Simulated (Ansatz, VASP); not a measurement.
## Re: VASP beside Ansatz

Contents of INCAR:

```
SYSTEM = Re
ALGO = Normal ; EDIFF = 1E-6
ENCUT = 520 ; GGA = PS
ISIF = 2 ; ISMEAR = -1
LASPH = .True. ; LCHARG = .False.
LREAL = .False. ; LWAVE = .False.
NBANDS = 10 ; NELM = 100
PREC = Accurate ; SIGMA = 0.05
```

KPOINTS

```
k-points
0
Gamma
  14 14 14
  0 0 0
```

The input POSCAR:

```
Re
1.0
    0.0000000000      1.9483075387      1.9483075387
    1.9483075387      0.0000000000      1.9483075387
    1.9483075387      1.9483075387      0.0000000000
Re
1
Direct
    0.0000000000      0.0000000000      0.0000000000
```

Input for Ansatz:

```yaml
crystal:
  lattice:
    - [0.0, 1.9483075387, 1.9483075387]
    - [1.9483075387, 0.0, 1.9483075387]
    - [1.9483075387, 1.9483075387, 0.0]
  atoms:
    - { symbol: Re, position: [0.0, 0.0, 0.0] }
kpoints:
  mp_grid: { grid: [14, 14, 14] }
scf:
  occupations: { method: fermi_dirac, width: 0.05 }
hamiltonian:
  xc: pbesol
  pseudopotentials: { kind: all_electron, lapw: { basis_error: 0.00025 } }
output:
  forces: true
  stress: true
  eigenvalues: true
```

Change from the starting cell: functional pbesol, volume scaled by 0.96.

Alike in both runs: task single point; functional PBEsol; k mesh 14 × 14 × 14; occupations fermi-dirac, width 0.05 eV; no spin polarisation.

|  | VASP | Ansatz |
| --- | --- | --- |
| version | VASP 6.6.1 | Ansatz 0.2.0 |
| potentials or method | VASP PAW PBE potentials, release 64 (Re) | all-electron LAPW, scalar-relativistic |
| plane-wave cutoff (eV) | 520 | see its input |

|  | VASP | Ansatz | Ansatz less VASP |
| --- | --- | --- | --- |
| pressure (GPa) | -5.0 | -4.8 | +0.23 |

Ansatz ran all-electron here, so the differences hold the error of VASP's frozen core and of both bases.

Caveats: the PAW data sets were made with another functional, which shifts forces and pressure a little (VASP). Spin-orbit coupling is left out, which matters for the levels of Re.
